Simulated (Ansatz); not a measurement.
# AgI: strong compression

One table from this session's results is given with a row withheld; the runs are named, their logs left out.

Method: DFT, PBEsol, PAW with Ansatz's default frozen-core files, scalar-relativistic, in Ansatz 0.2.0.

1 further run of the same task is left out (it didn't finish). Runs told in other sessions of the task aren't counted.

## The structure to begin with

The structure is cubic, space group F-43m (No. 216). Conventional cell: a = 6.214 Å, b = 6.214 Å, c = 6.214 Å, α = 90.00°, β = 90.00°, γ = 90.00°. Ag (site symmetry -43m) has 4 I at 2.69 Å in its first shell of neighbours. I (site symmetry -43m) is surrounded by 4 Ag at 2.69 Å.

As a file:

```
Ag I
1.0
     0.00000    3.10723    3.10723
     3.10723    0.00000    3.10723
     3.10723    3.10723    0.00000
Ag I
1 1
Direct
  0.00000 0.00000 0.00000
  0.25000 0.25000 0.25000
```

Whether this phase is the stable one at these pressures isn't tested.

Atoms are numbered in the order of the input: Ag1, I2.

Set-up of the first run:

The input, input.yaml:

```yaml
crystal:
  lattice:
    - [0.0, 3.107232506, 3.107232506]
    - [3.107232506, 0.0, 3.107232506]
    - [3.107232506, 3.107232506, 0.0]
  atoms:
    - { symbol: Ag, position: [0.0, 0.0, 0.0] }
    - { symbol: I, position: [0.25, 0.25, 0.25] }
kpoints:
  mp_grid: { grid: [12, 12, 12] }
scf:
  occupations: { method: fermi_dirac, width: 0.05 }
hamiltonian:
  xc: pbesol
  pseudopotentials: { kind: paw }
output:
  forces: true
  stress: true
relax:
  f_tol: 0.005
  max_steps: 40
  cell: {}
```

Launch:

```sh
ansatz run input.yaml --threads 1 --pin off --max-ram 2048MiB --backend cpu --events-out ev --progress --plain --runs-dir out
```

Steps of the session up to this table: Cell relaxed at zero pressure, PAW; Volume scaled by 1, PAW; Volume scaled by 0.9, PAW; Volume scaled by 0.8, PAW; Volume scaled by 0.7, PAW; Volume scaled by 0.6, PAW; Volume scaled by 0.5, PAW; Volume scaled by 0.4, PAW; Volume scaled by 0.4, PAW (cutoff 1000 eV).

One of the session's tables, all rows but one given; the rest of the session is left out.

```
              method  volume over the first  volume (Å³/atom)  pressure (GPa)  gap on the k mesh (eV)
                 PAW                      1            33.576           -0.03                    1.20
                 PAW                    0.9            30.219            4.74                    1.20
                 PAW                    0.8            26.861           13.84                    1.21
                 PAW                    0.7            23.503           31.68                    1.23
                 PAW                    0.6                 ?               ?                       ?
                 PAW                    0.5            16.788          148.06                    1.03
                 PAW                    0.4            13.430          340.62                    0.11
PAW (cutoff 1000 eV)                    0.4            13.430          340.54                       –
```

**Question.** Estimate the row for PAW, 0.6.

**Answer.** volume (Å³/atom): 20.146; pressure (GPa): 68.18; gap on the k mesh (eV): 1.21. In the column «volume (Å³/atom)» it lies between PAW, 0.5 (16.788) and PAW, 0.7 (23.503).
